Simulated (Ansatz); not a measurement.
# ZnSe (Stilleite) (F-43m) in Ansatz: a series of runs

The runs below take ZnSe (Stilleite) through band structure, phonons, with RPBE, LDA.

All numbers are computed with Ansatz 0.2.0; they aren't measurements. Logs are shortened: lines on timing, memory, paths and dates and some standing lists are left out, and cuts for length are marked.

**Experimental background.**

From “Alloy Disordering Effects on the Thermal Conductivity and Energy Gap Temperature Dependence of Cd1−xZnxSe Ternary Crystals Grown by the Bridgman Method”, 2023, pmc:10253836, for a bulk crystal of ZnSe at 300 K: band gap 2.695 ± 0.003 eV (an exciton energy, a little under the gap).

The runs below are set against these values where they give the same quantity.

### Step 1. Starting point

The structure is cubic, space group F-43m (No. 216). The conventional cell has a = 5.668 Å, b = 5.668 Å, c = 5.668 Å, α = 90.00°, β = 90.00°, γ = 90.00°. Around Se (site symmetry -43m) lie 4 Zn at 2.45 Å. Zn (site symmetry -43m) is surrounded by 4 Se at 2.45 Å.

### Step 2. Band structure, RPBE

File input.yaml:

```yaml
crystal:
  lattice:
    - [0.0, 2.8338, 2.8338]
    - [2.8338, 0.0, 2.8338]
    - [2.8338, 2.8338, 0.0]
  atoms:
    - { symbol: Se, position: [0.75, 0.75, 0.75] }
    - { symbol: Zn, position: [0.0, 0.0, 0.0] }
kpoints:
  mp_grid: { grid: [8, 8, 8] }
  band_path:
    path:
      - [0.0, 0.0, 0.0]
      - [0.5, 0.0, 0.5]
      - [0.5, 0.25, 0.75]
      - [0.375, 0.375, 0.75]
      - [0.0, 0.0, 0.0]
      - [0.5, 0.5, 0.5]
      - [0.625, 0.25, 0.625]
      - [0.5, 0.25, 0.75]
    npoints: 10
scf:
  occupations: { method: fermi_dirac, width: 0.05 }
hamiltonian:
  xc: rpbe
  pseudopotentials: { kind: all_electron, lapw: { basis_error: 0.001 } }
output:
  forces: true
  stress: true
  eigenvalues: true
```

Potentials or basis: all-electron LAPW, scalar-relativistic.

Command:

```bash
ansatz run input.yaml --threads 1 --pin off --max-ram 3072MiB --backend cpu --events-out ev --progress --plain --runs-dir out
```

Log:

```text
Warning: RAYON_NUM_THREADS=1 ignored (pool sized by the plan → 1); use --threads N
LAPW: plane waves up to 9.029 Å⁻¹, error target 1.0e-3 eV per atom; small_component_spin mean_spin; Zn in spheres of 1.247 Å, 20 of its electrons in bands, Dirac shells []; Se in spheres of 1.207 Å, 24 of its electrons in bands, Dirac shells [] (how accurate: hamiltonian.pseudopotentials.lapw.basis_error, Limitations)
Engine: ansatz 0.2.0, x86_64-unknown-linux-gnu
Pseudopotentials: kind: all_electron
Pseudopotential: Se, LAPW, valence charge 24, lapw/all_electron/scalar/gaussian/Se, Koelling and Harmon's equation, gaussian nucleus
Pseudopotential: Zn, LAPW, valence charge 20, lapw/all_electron/scalar/gaussian/Zn, Koelling and Harmon's equation, gaussian nucleus
Functional definition: RPBE
  parameter kappa = 0.804
  parameter beta = 0.06672455060314922
  exchange = rpbe_x(kappa = kappa, mu = beta*pi^2/3)
  correlation = pbe_c(beta = beta)
Crystal: 2 atoms, lattice volume = 45.513 Å³
Basis set: ecut = 310.62487811146184 eV, 537 PW (Γ), exchange–correlation at level 2
Bands: 27, of which v1, the nominal top of the filled ones, is band 22 counted from 1 (21 counted from 0)
Symmetry: 24 space group operations
Space group: F-43m (ITA 216), of the structure as read, at distance tolerance 3.6e-5 Å
k-points: 29 of 512 (time reversal used)
Non-local potential: Se, projectors of the file, none
Non-local potential: Zn, projectors of the file, none
Initial density: superposition of atomic densities (chi_scale 0.1, normalization cell, long waves kept (reshape's long-wave potential 0.00 eV rms))
Initial wavefunctions: plane waves of lowest kinetic energy (no species holds an atomic orbital)
Functional: x = rpbe, c = pbe(β = 0.06672455060314922)
iter 1 solved again at ethr=1.71e-3 eV; its pass at ethr=1.00e-1 eV (dr2=7.51e-1 eV) is discarded
SCF iter   1: F=—  HF=-115011.849270 eV  |F-HF|=—  |Δ(HF+E_count)|=         —  Δρ=3.12e-2  dr2=7.52e-1  ethr=1.71e-3  ⟨swp⟩=2.0  Hψ=4934  notcnv=0
preconditioner: auto → none  [insulator: Δε(μ)=1.662 eV  Ē_g=12.228 eV  σ=0.050 eV  W_gap=1.00  n_scr=14 (ndim 8)  ℏωp=23.4 eV  f_vac=0.188  D(μ)=0.00/eV (n_scr^D=0)  ε∞_Penn≈4.6]
iter 2 solved again at ethr=7.40e-5 eV; its pass at ethr=1.71e-3 eV (dr2=3.25e-2 eV) is discarded
SCF iter   2: F=—  HF=-115011.636043 eV  |F-HF|=—  |Δ(HF+E_count)|=   2.13e-1  Δρ=9.51e-3  dr2=3.26e-2  ethr=7.40e-5  ⟨swp⟩=2.0  Hψ=4016  notcnv=0
SCF iter   3: F=—  HF=-115011.574836 eV  |F-HF|=—  |Δ(HF+E_count)|=   6.12e-2  Δρ=6.40e-3  dr2=1.64e-2  ethr=7.40e-5  ⟨swp⟩=3.0  Hψ=2531  notcnv=0
SCF iter   4: F=—  HF=-115011.569580 eV  |F-HF|=—  |Δ(HF+E_count)|=         —  Δρ=3.10e-3  dr2=4.16e-3  ethr=3.73e-5  ⟨swp⟩=2.0  Hψ=2281  notcnv=0
the basis was enlarged: its passes take 30.6 KiB over the memory plan, 1 of 1 planned eigensolver slots
SCF iter   5: F=—  HF=-115011.570726 eV  |F-HF|=—  |Δ(HF+E_count)|=   1.15e-3  Δρ=6.77e-4  dr2=1.66e-4  ethr=9.45e-6  ⟨swp⟩=2.5  Hψ=2316  notcnv=0
SCF iter   6: F=—  HF=-115011.570846 eV  |F-HF|=—  |Δ(HF+E_count)|=   1.20e-4  Δρ=1.22e-4  dr2=6.99e-6  ethr=3.77e-7  ⟨swp⟩=3.0  Hψ=2305  notcnv=0
SCF iter   7: F=—  HF=-115011.570873 eV  |F-HF|=—  |Δ(HF+E_count)|=   2.66e-5  Δρ=1.64e-5  dr2=1.61e-7  ethr=1.59e-8  ⟨swp⟩=3.0  Hψ=2423  notcnv=0
SCF iter   8: F=-115011.570874 eV  HF=-115011.570874 eV  |F-HF|=1.37e-8  |Δ(HF+E_count)|=   6.56e-7  Δρ=2.10e-6  dr2=2.33e-9  ethr=3.65e-10  ⟨swp⟩=3.0  Hψ=2456  notcnv=0
SCF 1 converged in 8 iterations: F = -115011.570874 eV  dr2 = 2.33e-9
NSCF: frozen V_eff on 71 k-points
SCF converged after 8 iterations
Free energy (F): -115011.570874 eV
Harris-Foulkes:  -115011.570874 eV  (|F-HF|=1.37e-8)
Internal energy: -115011.570874 eV  (E = F + TS)
E sigma→0 (E₀):  -115011.570874 eV
Fermi energy:    8.920786 eV
--- Per-component energies (eV) ---
  E_band       = -2232.847536
  E_kinetic    = 117482.104783
  E_xc         = -4358.783951
  E_electrostatic = -228134.891705  (all electrons and nuclei)
  E_smearing   = -0.000000  (= −TS)
  E_closure    = 0.000000  (closes the sum)
  E_atoms      = -115006.230797  (free atoms, spherical and without spin; not in F)
  Σ components = -115011.570874   (vs F -115011.570874, Δ=0.00e0)
  Basis errors (estimates in eV, not in F): energy 4.6e-4 per atom: plane waves 4.1e-4 (2.4e-4 summed), levels above the bands 3.7e-86, relativity 7.7e-8, radial functions 4.6e-5, core shells 4.0e-10; eigenvalues (radial functions only) 1.6e-6; not estimated: angular momenta, meshes, grids; target (lapw.basis_error) 1.0e-3; muffin-tin radii Zn 1.247 Å, Se 1.207 Å
--- Forces (eV/Å), atoms counted from 1 ---
  atom   1  Se    -0.00000000     0.00000000    -0.00000000
  atom   2  Zn     0.00000000    -0.00000000     0.00000000
  max |Σ_I F_I| component: 5.09e-17 eV/Å
--- Stress (GPa, compression-positive) ---
        4.367309      -0.000000      -0.000000
       -0.000000       4.367309       0.000000
       -0.000000       0.000000       4.367309
  P = ⅓ Tr σ = 4.3673 GPa (43.673 kbar)
--- Band table (eV; the first three rows and the last of 29) ---
  k-point 0: bands = ["-199.1357", "-138.5048", "-138.5048", "-138.5048", "-117.1548", "-71.2435", "-71.2435", "-71.2435", "-38.6487", "-38.6487", "-38.6487", "-38.6446", "-38.6446", "-5.0612", "1.6536", "1.6536", "1.6536", "2.0263", "2.0263", "8.1567", "8.1567", "8.1567", "9.6156", "14.0261", "14.0261", "14.0261", "18.3364"]
  k-point 1: bands = ["-199.1357", "-138.5048", "-138.5048", "-138.5048", "-117.1548", "-71.2435", "-71.2435", "-71.2435", "-38.6487", "-38.6487", "-38.6487", "-38.6446", "-38.6446", "-4.9611", "1.6614", "1.6694", "1.6694", "2.0250", "2.0250", "6.8818", "8.0062", "8.0062", "10.5612", "13.9959", "14.2791", "14.2791", "18.8912"]
  k-point 2: bands = ["-199.1357", "-138.5048", "-138.5048", "-138.5048", "-117.1548", "-71.2435", "-71.2435", "-71.2435", "-38.6487", "-38.6486", "-38.6486", "-38.6445", "-38.6445", "-4.7012", "1.7044", "1.7044", "1.7190", "2.0266", "2.0266", "5.1604", "7.6839", "7.6839", "11.0300", "14.6584", "14.6584", "14.8506", "18.6635"]
  k-point 28: bands = ["-199.1357", "-138.5048", "-138.5048", "-138.5048", "-117.1548", "-71.2435", "-71.2435", "-71.2435", "-38.6486", "-38.6486", "-38.6483", "-38.6446", "-38.6444", "-4.0053", "1.7726", "1.8631", "1.9936", "1.9972", "2.3273", "3.5161", "5.4296", "5.5305", "13.7645", "13.7712", "15.2332", "16.0021", "19.9937"]
```

Run time: 45 s. Hardware: 1 thread of Intel Xeon at 2.50GHz (Skylake/Cascade Lake), shared host; peak memory 0.32 GiB.

What came out:

```
Free energy             : -115011.5709 eV
Pressure                : 4.4 GPa
Band gap on the k mesh  : 1.46 eV, direct
Band gap along the path : 1.46 eV, direct
```

Levels at the corners of the path, in eV from the valence-band top:
| point | band 20 | band 21 | band 22 | band 23 | band 24 | band 25 |
| --- | --- | --- | --- | --- | --- | --- |
| Γ | 0.00 | 0.00 | 0.00 | 1.46 | 5.87 | 5.87 |
| X | -4.71 | -2.17 | -2.17 | 3.14 | 3.57 | 10.91 |
| W | -4.64 | -2.73 | -2.63 | 5.61 | 5.61 | 7.08 |
| K | -4.67 | -3.05 | -1.78 | 3.71 | 5.69 | 9.18 |
| Γ | 0.00 | 0.00 | 0.00 | 1.46 | 5.87 | 5.87 |
| L | -5.17 | -0.86 | -0.86 | 2.67 | 6.45 | 6.45 |
| U | -4.67 | -3.05 | -1.78 | 3.71 | 5.69 | 9.18 |
| W | -4.64 | -2.73 | -2.63 | 5.61 | 5.61 | 7.08 |

### Step 3. Phonons, LDA

File input.yaml:

```yaml
crystal:
  lattice:
    - [0.0, 2.8338, 2.8338]
    - [2.8338, 0.0, 2.8338]
    - [2.8338, 2.8338, 0.0]
  atoms:
    - { symbol: Se, position: [0.75, 0.75, 0.75] }
    - { symbol: Zn, position: [0.0, 0.0, 0.0] }
kpoints:
  mp_grid: { grid: [6, 6, 6] }
scf:
  occupations: { method: fermi_dirac, width: 0.05 }
hamiltonian:
  xc: lda
  pseudopotentials: { kind: all_electron, lapw: { basis_error: 0.001 } }
output: {}
phonons:
  method: fd
  supercell: [1, 1, 1]
```

Potentials or basis: all-electron LAPW, scalar-relativistic.

Command:

```bash
ansatz run input.yaml --threads 1 --pin off --max-ram 3072MiB --backend cpu --events-out ev --progress --plain --runs-dir out
```

Log:

```text
Warning: RAYON_NUM_THREADS=1 ignored (pool sized by the plan → 1); use --threads N
LAPW: plane waves up to 9.393 Å⁻¹, error target 1.0e-3 eV per atom; small_component_spin mean_spin; Zn in spheres of 1.207 Å, 20 of its electrons in bands, Dirac shells []; Se in spheres of 1.173 Å, 24 of its electrons in bands, Dirac shells [] (how accurate: hamiltonian.pseudopotentials.lapw.basis_error, Limitations)
[... 4 set-up lines as earlier in the session ...]
Functional definition: SPW92
  exchange = slater_x
  correlation = pw_c
Crystal: 2 atoms, lattice volume = 45.513 Å³
[... 61 lines left out ...]
  Basis errors (estimates in eV, not in F): energy 4.4e-4 per atom: plane waves 3.9e-4 (2.3e-4 summed), levels above the bands 5.0e-87, relativity 4.1e-9, radial functions 4.3e-5, core shells 2.0e-10; eigenvalues (radial functions only) 4.7e-7; not estimated: angular momenta, meshes, grids; target (lapw.basis_error) 1.0e-3; muffin-tin radii Zn 1.207 Å, Se 1.173 Å
--- Forces (eV/Å), atoms counted from 1 ---
  atom   1  Se    -0.00000000     0.00000000     0.00000000
  atom   2  Zn     0.00000000    -0.00000000     0.00000000
  max |Σ_I F_I| component: 2.31e-17 eV/Å
--- Band table (eV; the first three rows and the last of 16) ---
  k-point 0: bands = ["-198.4786", "-138.5152", "-138.5152", "-138.5152", "-116.7019", "-71.3351", "-71.3351", "-71.3351", "-39.2748", "-39.2748", "-39.2748", "-39.2702", "-39.2702", "-5.5897", "1.0701", "1.0701", "1.0701", "1.4302", "1.4302", "7.7303", "7.7303", "7.7303", "8.7598", "13.4442", "13.4442", "13.4442", "17.3632"]
  k-point 1: bands = ["-198.4786", "-138.5152", "-138.5152", "-138.5152", "-116.7019", "-71.3351", "-71.3351", "-71.3351", "-39.2748", "-39.2748", "-39.2748", "-39.2702", "-39.2702", "-5.4151", "1.0866", "1.0963", "1.0963", "1.4284", "1.4284", "5.7543", "7.4753", "7.4753", "10.0873", "13.4671", "13.8473", "13.8473", "18.1590"]
  k-point 2: bands = ["-198.4786", "-138.5152", "-138.5152", "-138.5152", "-116.7019", "-71.3351", "-71.3351", "-71.3351", "-39.2748", "-39.2747", "-39.2747", "-39.2702", "-39.2702", "-5.0233", "1.1400", "1.1400", "1.2410", "1.4365", "1.4365", "3.6006", "7.0453", "7.0453", "10.2197", "14.1207", "14.1207", "15.1097", "17.9016"]
  k-point 15: bands = ["-198.4786", "-138.5152", "-138.5152", "-138.5152", "-116.7019", "-71.3351", "-71.3351", "-71.3351", "-39.2749", "-39.2746", "-39.2745", "-39.2702", "-39.2701", "-4.5283", "1.1673", "1.2803", "1.3528", "1.4445", "1.7019", "2.9583", "5.0738", "5.1482", "12.0471", "12.4177", "15.8477", "16.1857", "19.1804"]
--- Phonons: 2 displaced members + reference (amplitude 0.01 Å, Σ member SCF iterations 12) ---
  symmetry images taken by strict's conditions (phonons.symmetry_images: auto; settled by no image being taken that strict refuses)
  ASR residual: 5.627e-4 → 0.000e0 eV/Å²; symmetrization residual: 1.958e-5 eV/Å²
  largest component of a force at the reference: 9.3e-17 eV/Å
  ASR residual per site (eV/Å²): 5.63e-4 3.52e-4
  Γ frequencies (cm⁻¹): 0.00 0.00 0.00 198.57 198.57 198.57
  density of states and harmonic sums: on the 19×19×19 q-mesh, interpolated from the force constants of a 1×1×1 supercell (no non-analytic term)
  largest difference from the sums on the solved wave vectors: F 5.51e-1 eV, S 8.09e-4 and C_V 2.58e-4 eV/K
  zero-point energy: 0.050180 eV/cell   skipped modes (ω ≤ 0): 3   left out of the sums: 7.29e-5 of the cell's modes: C_V's classical limit lies that fraction below 3 k_B per atom; for a crystal, a wire or a layer, F and S can be off by more, and a phonons.interpolated_qmesh denser along its periods is the remedy for the sampling
```

phthermo.tsv:

```text
# format = ansatz-phthermo/1
# interpolated_qmesh = 19 19 19
# force_constants_supercell = 1 1 1
# non_analytic_term = not included (the non-analytic LO-TO correction is not applied to the interpolated dynamical matrix; polar crystals: no LO-TO splitting at GAMMA, and LO and other optical branches, acoustic branches and sound speeds, and with them the density of states and the thermodynamics, can be off between the wave vectors that the force constants were sampled on, most near GAMMA; a larger extent of the force constants narrows that region and is not shown to mend the acoustic slopes)
# zero_point_energy_ev = 5.0179632296e-2
# n_skipped_modes = 3
# share_of_modes_left_out = 7.2896923750e-5
# rigid_motions_known_by = geometry
# t_k	f_vib_ev	s_ev_per_k	c_v_ev_per_k
0.0000	5.0179632296e-2	0.0000000000e0	0.0000000000e0
10.0000	5.0178302864e-2	5.9645045687e-7	1.9750634633e-6
20.0000	5.0152536948e-2	5.8259431126e-6	1.9121764001e-5
30.0000	5.0027850474e-2	2.1022141825e-5	6.2764341540e-5
40.0000	4.9695535348e-2	4.7061272180e-5	1.2247056105e-4
50.0000	4.9060073034e-2	8.1057622863e-5	1.8393139119e-4
[... 93 lines left out ...]
990.0000	-8.5962285346e-1	1.3871008019e-3	5.1521284163e-4
1000.0000	-8.7351979576e-1	1.3922790431e-3	5.1524836082e-4
```

Run time: 87 s. Hardware: 1 thread of Intel Xeon at 2.50GHz (Skylake/Cascade Lake), shared host; peak memory 0.37 GiB.

Results:

| Property | Result |
| --- | --- |
| Free energy | -114841.6260 eV |
| Band gap on the k mesh | 1.03 eV, direct |
| Highest phonon frequency at Γ, LO-TO splitting left out | 199 cm⁻¹ |

Levels at points of the mesh, in eV from the valence-band top:
| k point | band 19 | band 20 | band 21 | band 22 | band 23 | band 24 | band 25 | band 26 |
| --- | --- | --- | --- | --- | --- | --- | --- | --- |
| (0.00, 0.00, 0.00) | -6.30 | 0.00 | 0.00 | 0.00 | 1.03 | 5.71 | 5.71 | 5.71 |
| (0.00, 0.00, -0.50) | -6.14 | -5.29 | -0.87 | -0.87 | 2.35 | 6.30 | 6.30 | 8.34 |
| (0.00, -0.50, -0.50) | -6.12 | -4.83 | -2.20 | -2.20 | 2.81 | 3.32 | 10.50 | 11.08 |

Phonon frequencies in cm⁻¹ (negative: imaginary):
| q point | frequencies |
| --- | --- |
| (0.000, 0.000, 0.000) | 0 0 0 199 199 199 |

### Step 4. How close it comes

Step 2. Against the measured gap of ZnSe, 2.695 eV (an exciton energy, a little under the gap; 300 K; “Alloy Disordering Effects on the Thermal Conductivity and Energy Gap Temperature Dependence of Cd1−xZnxSe Ternary Crystals Grown by the Bridgman Method”, 2023, pmc:10253836), the calculated 1.46 eV is off by -1.24 eV. Spin-orbit coupling on Se is left out. The value is that of RPBE, without temperature or zero-point motion. Semilocal functionals fall short of measured gaps as a rule.

Step 3. Against the measured gap of ZnSe, 2.695 eV (an exciton energy, a little under the gap; 300 K; “Alloy Disordering Effects on the Thermal Conductivity and Energy Gap Temperature Dependence of Cd1−xZnxSe Ternary Crystals Grown by the Bridgman Method”, 2023, pmc:10253836), the calculated 1.03 eV is off by -1.67 eV. So large a miss can be the level of theory's own, or it may mean another phase, state or a wrong row. Spin-orbit coupling on Se is left out. The value is that of LDA, without temperature or zero-point motion. Semilocal functionals fall short of measured gaps as a rule.
